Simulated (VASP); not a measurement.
# TiC (Khamrabaevite) under strain, part 4 of 5

How does the pressure of TiC (Khamrabaevite) answer to a change of volume? The bands are shown for each cell. All runs use PBE. Left out of this account: 1 further run (fields: a reference on another mesh). The start is a cell from a database of measured crystal structures.

VASP 6.6.1; PBE; plane waves and PAW (Ti_sv, C).

So far, pressure (GPa): step 2 (bands, cell as listed) 1.09; step 3 (cell volume +4.0 %) -8.10; step 4 (cell volume +8.0 %) -15.6; step 5 (bands, sheared, principal strains -4.1, +1.4, +2.9 %) 1.67.

**6. Bands, volume times 0.96**

The cell is compressed evenly, with fractional positions held.

INCAR reads:

```
SYSTEM = TiC
PREC = Accurate
ENCUT = 520
EDIFF = 1E-06
NELM = 100
ISMEAR = -1
SIGMA = 0.05
LREAL = .FALSE.
ALGO = Normal
GGA = PE
NBANDS = 20
LASPH = .TRUE.
LORBIT = 11
LWAVE = .FALSE.
LCHARG = .FALSE.
KPAR = 2
```

POSCAR reads:

```
TiC
1.0
    0.0000000000      2.1347531715      2.1347531715
    2.1347531715      0.0000000000      2.1347531715
    2.1347531715      2.1347531715      0.0000000000
Ti C
1 1
Direct
    0.0000000000      0.0000000000      0.0000000000
    0.5000000000      0.5000000000      0.5000000000
```

KPOINTS reads:

```
Automatic mesh
0
Gamma
15 15 15
0 0 0
```

KPOINTS_OPT reads:

```
Line mode
16
Line-mode
Reciprocal
  0.00000000   0.00000000   0.00000000 GAMMA
  0.50000000   0.00000000   0.50000000 X

  0.50000000   0.00000000   0.50000000 X
  0.50000000   0.25000000   0.75000000 W

  0.50000000   0.25000000   0.75000000 W
  0.37500000   0.37500000   0.75000000 K

  0.37500000   0.37500000   0.75000000 K
  0.00000000   0.00000000   0.00000000 GAMMA

  0.00000000   0.00000000   0.00000000 GAMMA
  0.50000000   0.50000000   0.50000000 L

  0.50000000   0.50000000   0.50000000 L
  0.62500000   0.25000000   0.62500000 U

  0.62500000   0.25000000   0.62500000 U
  0.50000000   0.25000000   0.75000000 W

  0.50000000   0.25000000   0.75000000 W
  0.50000000   0.50000000   0.50000000 L

  0.50000000   0.50000000   0.50000000 L
  0.37500000   0.37500000   0.75000000 K

  0.62500000   0.25000000   0.62500000 U
  0.50000000   0.00000000   0.50000000 X
```

Potentials, in the order of the species: Ti_sv and C (PBE family, release 64).

The run is started by

```
$ mpirun -np 2 vasp_std
```

Output:

```text
[... set-up lines as in an earlier step ...]
 entering main loop
       N       E                     dE             d eps       ncg     rms          rms(c)
DAV:   1     0.122904842290E+03    0.12290E+03   -0.71275E+03  4848   0.966E+02
DAV:   2    -0.167652662549E+02   -0.13967E+03   -0.12898E+03  4968   0.275E+02
DAV:   3    -0.240176242930E+02   -0.72524E+01   -0.71300E+01  5812   0.629E+01
DAV:   4    -0.241672315909E+02   -0.14961E+00   -0.14938E+00  5604   0.851E+00
DAV:   5    -0.241696407899E+02   -0.24092E-02   -0.24091E-02  5592   0.102E+00    0.192E+01
DAV:   6    -0.192470445776E+02    0.49226E+01   -0.46696E+00  6468   0.424E+01    0.686E+00
DAV:   7    -0.186980617003E+02    0.54898E+00   -0.11771E+00  5864   0.150E+01    0.527E+00
DAV:   8    -0.186721326403E+02    0.25929E-01   -0.10818E-01  6364   0.356E+00    0.247E+00
DAV:   9    -0.186794780879E+02   -0.73454E-02   -0.42222E-02  6364   0.188E+00    0.808E-01
DAV:  10    -0.186783682584E+02    0.11098E-02   -0.47458E-03  5224   0.723E-01    0.653E-01
DAV:  11    -0.186765259349E+02    0.18423E-02   -0.14019E-03  5616   0.632E-01    0.139E-01
DAV:  12    -0.186764674882E+02    0.58447E-04   -0.16881E-04  6176   0.103E-01    0.382E-02
DAV:  13    -0.186764628545E+02    0.46337E-05   -0.81518E-06  5320   0.257E-02    0.217E-02
DAV:  14    -0.186764616470E+02    0.12075E-05   -0.11365E-06  4876   0.149E-02    0.301E-03
DAV:  15    -0.186764616937E+02   -0.46685E-07   -0.16017E-07  2728   0.404E-03
   1 F= -.18676462E+02 E0= -.18675096E+02  d E =-.273083E-02
 Start KPOINTS_OPT (optional k-point list driver)
k-point batch [1-120\160]
       N       E                     dE             ncg
DAV:   1    -0.509113670116E+04   -0.77823E+05     4872
DAV:   2    -0.213856750227E+05   -0.16295E+05     4924
DAV:   3    -0.222220027238E+05   -0.83633E+03     5984
DAV:   4    -0.222396232423E+05   -0.17621E+02     5456
DAV:   5    -0.222398516980E+05   -0.22846E+00     5664
DAV:   6    -0.222398551230E+05   -0.34250E-02     5708
DAV:   7    -0.222398551858E+05   -0.62787E-04     5676
DAV:   8    -0.222398551870E+05   -0.11228E-05     4592
DAV:   9    -0.222398551871E+05   -0.13876E-06     3344
k-point batch [121-160\160]
       N       E                     dE             ncg
DAV:   1     0.462356961754E+05   -0.32017E+05     1632
DAV:   2     0.408151065983E+05   -0.54206E+04     1664
DAV:   3     0.405444464411E+05   -0.27066E+03     1928
DAV:   4     0.405391812618E+05   -0.52652E+01     1888
DAV:   5     0.405391112158E+05   -0.70046E-01     1904
DAV:   6     0.405391103628E+05   -0.85302E-03     1928
DAV:   7     0.405391103487E+05   -0.14043E-04     1916
DAV:   8     0.405391103485E+05   -0.23156E-06     1472
```

Run time: 30 s. Hardware: 2 MPI ranks of Intel Xeon Platinum 8259CL at 2.50GHz (Skylake/Cascade Lake), shared host; peak memory 0.36 GiB.

OUTCAR, selected parts (step 6):

```text
   ENCUT  =  520.0 eV  38.22 Ry    6.18 a.u.   5.61  5.61  5.61*2*pi/ulx,y,z

   NELECT =      16.0000    total number of electrons

 E-fermi :   9.9197

 k-point     1 :       0.0000    0.0000    0.0000
  band No.  band energies     occupation
      1     -46.5343      2.00000
      2     -22.5338      2.00000
      3     -22.5338      2.00000
      4     -22.5338      2.00000
      5      -2.6707      2.00000
      6      10.6373      0.00000
      7      10.6373      0.00000
      8      10.6373      0.00000
      9      11.6612      0.00000
     10      11.6612      0.00000
    ...

  Total        1.4927863      1.4927863      1.4927863     -0.0000000      0.0000000      0.0000000
  in kB      122.9235870    122.9235870    122.9235870     -0.0000000      0.0000000      0.0000000
  external PRESSURE =     122.9235870 kB  Pullay stress =       0.0000000 kB

 POSITION                                       TOTAL-FORCE (eV/Angst)
 -----------------------------------------------------------------------------------
      0.00000      0.00000      0.00000        -0.000000     -0.000000      0.000000
      2.13475      2.13475      2.13475         0.000000      0.000000      0.000000
 -----------------------------------------------------------------------------------
    total drift:                                0.000000     -0.000000     -0.000000

  FREE ENERGIE OF THE ION-ELECTRON SYSTEM (eV)
  ---------------------------------------------------
  free  energy   TOTEN  =       -18.6764616937 eV

  energy  without entropy=      -18.6737308650  energy(sigma->0) =      -18.67509628

[... 4 parts as in an earlier step ...]

[... 12 further parts left out ...]
```

This step gave:

| Property | Result |
| --- | --- |
| SCF cycles | 15 |
| irreducible k-points | 120 |
| symmetry operations | 48 |
| free energy (TOTEN) | -18.68 eV |
| energy at zero smearing | -18.68 eV |
| Fermi energy | 9.920 eV |
| pressure | 12.29 GPa |

The electronic bands at the labelled points (eV, zero at the Fermi level; # counts the bands kept, so #1 is VASP's band 5):

| point | #1 | #2 | #3 | #4 | #5 | #6 | #7 | #8 |
| --- | --- | --- | --- | --- | --- | --- | --- | --- |
| Γ | -12.59 | 0.72 | 0.72 | 0.72 | 1.74 | 1.74 | 1.74 | 1.82 |
| 0.47 of the way | -11.19 | -3.34 | -0.53 | -0.39 | -0.39 | 2.27 | 3.89 | 3.89 |
| X | -10.28 | -3.45 | -1.74 | 0.01 | 0.01 | 2.88 | 3.74 | 3.74 |
| 0.47 of the way | -10.01 | -3.44 | -2.46 | -1.50 | 1.17 | 3.69 | 3.74 | 4.15 |
| W | -9.63 | -3.21 | -3.21 | -2.80 | 2.95 | 2.95 | 3.74 | 5.48 |
| 0.53 of the way | -9.67 | -3.45 | -3.36 | -2.18 | 2.04 | 3.30 | 3.93 | 5.52 |
| K | -9.71 | -3.58 | -3.40 | -1.77 | 1.54 | 3.33 | 4.06 | 5.73 |
| 0.53 of the way | -10.89 | -3.19 | -2.19 | -1.91 | 1.57 | 2.73 | 3.68 | 4.57 |
| Γ | -12.59 | 0.72 | 0.72 | 0.72 | 1.74 | 1.74 | 1.74 | 1.82 |
| 0.47 of the way | -11.38 | -2.52 | -1.60 | -1.60 | 1.75 | 1.75 | 2.90 | 5.86 |
| L | -8.90 | -6.03 | -3.03 | -3.03 | 3.10 | 3.10 | 4.36 | 8.47 |
| 0.47 of the way | -9.17 | -5.33 | -3.08 | -2.68 | 2.70 | 3.09 | 4.10 | 7.13 |
| U | -9.71 | -3.58 | -3.40 | -1.77 | 1.54 | 3.33 | 4.06 | 5.73 |
| 0.47 of the way | -9.67 | -3.45 | -3.36 | -2.18 | 2.04 | 3.30 | 3.93 | 5.52 |
| W | -9.63 | -3.21 | -3.21 | -2.80 | 2.95 | 2.95 | 3.74 | 5.48 |
| 0.47 of the way | -9.31 | -4.87 | -3.10 | -2.56 | 2.76 | 2.90 | 4.01 | 6.65 |
| L | -8.90 | -6.03 | -3.03 | -3.03 | 3.10 | 3.10 | 4.36 | 8.47 |
| 0.53 of the way | -9.24 | -5.13 | -3.10 | -2.59 | 2.60 | 3.10 | 4.07 | 6.88 |
| K | -9.71 | -3.58 | -3.40 | -1.77 | 1.54 | 3.33 | 4.06 | 5.73 |
| jump to U | -9.71 | -3.58 | -3.40 | -1.77 | 1.54 | 3.33 | 4.06 | 5.73 |
| 0.47 of the way | -10.09 | -3.45 | -2.43 | -0.80 | 0.54 | 3.62 | 3.85 | 4.01 |
| X | -10.28 | -3.45 | -1.74 | 0.01 | 0.01 | 2.88 | 3.74 | 3.74 |

Of the projections kept (Ti, C), the largest for each band there; the rest of the weight can lie on other orbitals:

| point | #1 | #2 | #3 | #4 | #5 | #6 | #7 | #8 |
| --- | --- | --- | --- | --- | --- | --- | --- | --- |
| Γ | C 0.68 | Ti 1.00 | Ti 1.00 | Ti 1.00 | C 0.93 | C 0.93 | C 0.93 | Ti 1.00 |
| X | C 0.67 | C 0.58 | Ti 1.00 | C 0.79 | C 0.79 | Ti 1.00 | Ti 1.00 | Ti 1.00 |
| W | C 0.70 | Ti 0.58 | Ti 0.58 | Ti 0.54 | Ti 0.81 | Ti 0.81 | Ti 1.00 | Ti 0.89 |
| K | C 0.70 | Ti 0.62 | Ti 0.50 | Ti 0.54 | Ti 0.78 | Ti 1.00 | Ti 0.91 | Ti 0.80 |
| Γ | C 0.68 | Ti 1.00 | Ti 1.00 | Ti 1.00 | C 0.93 | C 0.93 | C 0.93 | Ti 1.00 |
| L | C 0.79 | Ti 0.60 | Ti 0.63 | Ti 0.63 | Ti 0.99 | Ti 0.99 | Ti 0.86 | Ti 0.54 |

The electronic bands as a text plot (rows in eV, shown from -8.0 to 1.8 only):

```
    1.6 |               *    *  ***  *         *             *
    1.2 |                     ** * **                         *
    0.8 |*         *            ***
    0.4 | **      *              * *                           *
    0.0 | **    **                                              *
   -0.4 |   ****  *             *   *
   -0.8 | *  **                     *                          *
   -1.3 |      *   *           *     *                        *
   -1.7 |  *    **      *     *                *                *
   -2.1 |         * *    *   * *     **       * *           **
   -2.5 |          *   *  *****        *     *   * ***     *   *
   -2.9 |   *       ***    **           *****     *  ******   *
   -3.3 |        **********           *      ********      ******
   -3.7 |    *  *       *    *                 *   *         *
   -4.1 |     **         *             *      *
   -4.5 |                 ***                *      *       *
   -4.9 |                                            *     *
   -5.3 |                               *   *         *
   -5.8 |                                * *           * **
   -6.2 |                                 *             *
   -6.6 |
   -7.0 |
   -7.4 |
   -7.8 |
         Γ       X    W  K        Γ      L     U  W     L   K|U X
```

 The pressure is 12.29 GPa.

Of the bands kept, 4 cross the Fermi level on this path.

**7. Bands, volume times 0.92**

The cell is scaled evenly once more. A prediction first. A parabola through the 4 pressures of evenly scaled cells so far, P = 1.11 -254.2 t +477 t² GPa with t = ln(V/V₁) and V₁ the volume at scale 1, gives 25.63 GPa at t = -0.0834.

INCAR is that of step 6.

POSCAR reads:

```
TiC
1.0
    0.0000000000      2.1046822199      2.1046822199
    2.1046822199      0.0000000000      2.1046822199
    2.1046822199      2.1046822199      0.0000000000
Ti C
1 1
Direct
    0.0000000000      0.0000000000      0.0000000000
    0.5000000000      0.5000000000      0.5000000000
```

KPOINTS is that of step 6.

KPOINTS_OPT is that of step 6.

The run is started by

```
$ mpirun -np 2 vasp_std
```

Output:

```text
[... set-up lines as in an earlier step ...]
 entering main loop
       N       E                     dE             d eps       ncg     rms          rms(c)
DAV:   1     0.124021083094E+03    0.12402E+03   -0.71309E+03  4872   0.972E+02
DAV:   2    -0.165789092644E+02   -0.14060E+03   -0.12974E+03  4912   0.280E+02
DAV:   3    -0.237979660047E+02   -0.72191E+01   -0.70936E+01  5832   0.631E+01
DAV:   4    -0.239489690672E+02   -0.15100E+00   -0.15077E+00  5540   0.862E+00
DAV:   5    -0.239513263263E+02   -0.23573E-02   -0.23571E-02  5536   0.997E-01    0.202E+01
DAV:   6    -0.190457370703E+02    0.49056E+01   -0.45495E+00  6512   0.426E+01    0.669E+00
DAV:   7    -0.185885447761E+02    0.45719E+00   -0.10720E+00  5876   0.142E+01    0.565E+00
DAV:   8    -0.185756010262E+02    0.12944E-01   -0.10968E-01  6608   0.412E+00    0.168E+00
DAV:   9    -0.185831111778E+02   -0.75102E-02   -0.36692E-02  5280   0.134E+00    0.863E-01
DAV:  10    -0.185814877303E+02    0.16234E-02   -0.21784E-03  6160   0.611E-01    0.603E-01
DAV:  11    -0.185803375682E+02    0.11502E-02   -0.96957E-04  6076   0.533E-01    0.359E-02
DAV:  12    -0.185803331129E+02    0.44552E-05   -0.12418E-04  5184   0.997E-02    0.159E-02
DAV:  13    -0.185803345853E+02   -0.14724E-05   -0.27171E-06  5376   0.182E-02    0.462E-03
DAV:  14    -0.185803342155E+02    0.36987E-06   -0.85830E-07  3916   0.137E-02
   1 F= -.18580334E+02 E0= -.18579061E+02  d E =-.254567E-02
 Start KPOINTS_OPT (optional k-point list driver)
k-point batch [1-120\160]
       N       E                     dE             ncg
DAV:   1    -0.403045084352E+04   -0.78152E+05     4864
DAV:   2    -0.203527028739E+05   -0.16322E+05     4956
DAV:   3    -0.211848396910E+05   -0.83214E+03     5968
DAV:   4    -0.212018005043E+05   -0.16961E+02     5440
DAV:   5    -0.212020260721E+05   -0.22557E+00     5676
DAV:   6    -0.212020294072E+05   -0.33352E-02     5632
DAV:   7    -0.212020294653E+05   -0.58065E-04     5724
DAV:   8    -0.212020294663E+05   -0.99748E-06     4476
k-point batch [121-160\160]
       N       E                     dE             ncg
DAV:   1     0.471705885942E+05   -0.31602E+05     1624
DAV:   2     0.417900116521E+05   -0.53806E+04     1660
DAV:   3     0.415253392716E+05   -0.26467E+03     1932
DAV:   4     0.415210736366E+05   -0.42656E+01     1884
DAV:   5     0.415210285148E+05   -0.45122E-01     1876
DAV:   6     0.415210279419E+05   -0.57292E-03     1940
DAV:   7     0.415210279321E+05   -0.98011E-05     1872
DAV:   8     0.415210279319E+05   -0.16567E-06     1468
```

It took 30 s on 2 MPI ranks; peak memory 0.37 GiB.

OUTCAR, selected parts (step 7):

```text
   ENCUT  =  520.0 eV  38.22 Ry    6.18 a.u.   5.53  5.53  5.53*2*pi/ulx,y,z

   NELECT =      16.0000    total number of electrons

 E-fermi :  10.4472

 k-point     1 :       0.0000    0.0000    0.0000
  band No.  band energies     occupation
      1     -45.8879      2.00000
      2     -21.8579      2.00000
      3     -21.8579      2.00000
      4     -21.8579      2.00000
      5      -2.3423      2.00000
      6      11.1726      0.00000
      7      11.1726      0.00000
      8      11.1726      0.00000
      9      12.2417      0.00000
     10      12.2417      0.00000
    ...

  Total        3.0290345      3.0290345      3.0290345      0.0000000      0.0000000      0.0000000
  in kB      260.2706605    260.2706605    260.2706605      0.0000000      0.0000000      0.0000000
  external PRESSURE =     260.2706605 kB  Pullay stress =       0.0000000 kB

 POSITION                                       TOTAL-FORCE (eV/Angst)
 -----------------------------------------------------------------------------------
      0.00000      0.00000      0.00000        -0.000000     -0.000000     -0.000000
      2.10468      2.10468      2.10468         0.000000      0.000000      0.000000
 -----------------------------------------------------------------------------------
    total drift:                                0.000000     -0.000000     -0.000000

  FREE ENERGIE OF THE ION-ELECTRON SYSTEM (eV)
  ---------------------------------------------------
  free  energy   TOTEN  =       -18.5803342155 eV

  energy  without entropy=      -18.5777885491  energy(sigma->0) =      -18.57906138

[... 4 parts as in an earlier step ...]

[... 12 further parts left out ...]
```

Numbers from this step:

```yaml
scf_cycles: 14
free_energy_toten: -18.58 eV
energy_at_zero_smearing: -18.58 eV
fermi_energy: 10.45 eV
pressure: 26.03 GPa
```

Electronic bands along the path, in eV, zero at the Fermi level; # counts the bands kept, so #1 is VASP's band 5:

| point | #1 | #2 | #3 | #4 | #5 | #6 | #7 | #8 |
| --- | --- | --- | --- | --- | --- | --- | --- | --- |
| Γ | -12.79 | 0.73 | 0.73 | 0.73 | 1.79 | 1.79 | 1.79 | 1.91 |
| 0.53 of the way | -11.03 | -3.83 | -0.87 | -0.42 | -0.42 | 2.51 | 4.26 | 4.26 |
| X | -10.46 | -3.47 | -1.88 | 0.05 | 0.05 | 3.04 | 3.96 | 3.96 |
| 0.47 of the way | -10.17 | -3.47 | -2.57 | -1.53 | 1.22 | 3.90 | 3.96 | 4.39 |
| W | -9.75 | -3.29 | -3.29 | -2.91 | 3.10 | 3.10 | 3.96 | 5.83 |
| 0.47 of the way | -9.79 | -3.52 | -3.41 | -2.36 | 2.27 | 3.47 | 4.12 | 5.80 |
| K | -9.83 | -3.70 | -3.45 | -1.84 | 1.60 | 3.52 | 4.30 | 6.04 |
| 0.47 of the way | -10.57 | -3.87 | -2.56 | -2.34 | 1.87 | 3.21 | 4.08 | 5.10 |
| Γ | -12.79 | 0.73 | 0.73 | 0.73 | 1.79 | 1.79 | 1.79 | 1.91 |
| 0.47 of the way | -11.51 | -2.60 | -1.69 | -1.69 | 1.82 | 1.82 | 3.04 | 6.14 |
| L | -8.88 | -6.24 | -3.18 | -3.18 | 3.27 | 3.27 | 4.62 | 8.71 |
| 0.47 of the way | -9.20 | -5.50 | -3.19 | -2.81 | 2.84 | 3.26 | 4.34 | 7.53 |
| U | -9.83 | -3.70 | -3.45 | -1.84 | 1.60 | 3.52 | 4.30 | 6.04 |
| 0.47 of the way | -9.80 | -3.56 | -3.42 | -2.26 | 2.14 | 3.48 | 4.15 | 5.84 |
| W | -9.75 | -3.29 | -3.29 | -2.91 | 3.10 | 3.10 | 3.96 | 5.83 |
| 0.53 of the way | -9.29 | -5.28 | -3.18 | -2.75 | 2.92 | 3.12 | 4.28 | 7.32 |
| L | -8.88 | -6.24 | -3.18 | -3.18 | 3.27 | 3.27 | 4.62 | 8.71 |
| 0.53 of the way | -9.29 | -5.30 | -3.21 | -2.71 | 2.73 | 3.27 | 4.30 | 7.28 |
| K | -9.83 | -3.70 | -3.45 | -1.84 | 1.60 | 3.52 | 4.30 | 6.04 |
| jump to U | -9.83 | -3.70 | -3.45 | -1.84 | 1.60 | 3.52 | 4.30 | 6.04 |
| 0.53 of the way | -10.30 | -3.47 | -2.41 | -0.65 | 0.46 | 3.86 | 4.00 | 4.05 |
| X | -10.46 | -3.47 | -1.88 | 0.05 | 0.05 | 3.04 | 3.96 | 3.96 |

Of the projections kept (Ti, C), the largest for each band there; the rest of the weight can lie on other orbitals:

| point | #1 | #2 | #3 | #4 | #5 | #6 | #7 | #8 |
| --- | --- | --- | --- | --- | --- | --- | --- | --- |
| Γ | C 0.66 | Ti 1.00 | Ti 1.00 | Ti 1.00 | C 0.93 | C 0.93 | C 0.93 | Ti 1.00 |
| X | C 0.66 | C 0.57 | Ti 1.00 | C 0.79 | C 0.79 | Ti 1.00 | Ti 1.00 | Ti 1.00 |
| W | C 0.68 | Ti 0.59 | Ti 0.59 | Ti 0.54 | Ti 0.80 | Ti 0.80 | Ti 1.00 | Ti 0.90 |
| K | C 0.68 | Ti 0.63 | Ti 0.52 | Ti 0.54 | Ti 0.77 | Ti 1.00 | Ti 0.91 | Ti 0.80 |
| Γ | C 0.66 | Ti 1.00 | Ti 1.00 | Ti 1.00 | C 0.93 | C 0.93 | C 0.93 | Ti 1.00 |
| L | C 0.78 | Ti 0.61 | Ti 0.63 | Ti 0.63 | Ti 0.99 | Ti 0.99 | Ti 0.85 | Ti 0.55 |

The electronic bands as a text plot (rows in eV, shown from -8.0 to 1.9 only):

```
    1.7 |               *    *  * *  *         *             *
    1.3 |                     ** * **                         *
    0.9 |*         *            ***
    0.5 |**       *              * *                           *
    0.0 | **    **                 *                            *
   -0.4 |   ****  *             *   *
   -0.8 | *  *                  *   *                          *
   -1.2 |     *    *           *     *
   -1.6 |  *   **             **                              *
   -2.0 |        **     **    **     **       ***            *  *
   -2.4 |          **  *  *  *         *     *     **       *  *
   -2.8 |   *       ***    ** *         *   *    **  **   **
   -3.3 |           ********          *  **********************
   -3.7 |    *  ****   **    *                 **             ***
   -4.1 |     **         *                    *    *         *
   -4.5 |                 * *          *            *       *
   -4.9 |                  *                 *
   -5.3 |                               *   *        *     *
   -5.7 |                                             *   *
   -6.1 |                                ***           ***
   -6.6 |
   -7.0 |
   -7.4 |
   -7.8 |
         Γ       X    W  K        Γ      L     U  W     L   K|U X
```

 The pressure is 26.03 GPa. The parabola predicted 25.63 GPa, -0.40 GPa off.

[end of part 4 of 5]

[Lines on the potential files, build, host, timing and source positions are cut from VASP's logs without a mark.]

[Logs are printed without paths, hosts, clocks, repeated set-up lines and the standing remarks that a program may print on its own settings, such as how far it seeks lower states.]

[Hosts, paths, dates, database ids (printed as entryN), source tags and the programs' standing remarks are cut or masked in the printed files.]

[A measured line is paired with the nearest computed mode of its activity, which favours agreement.]
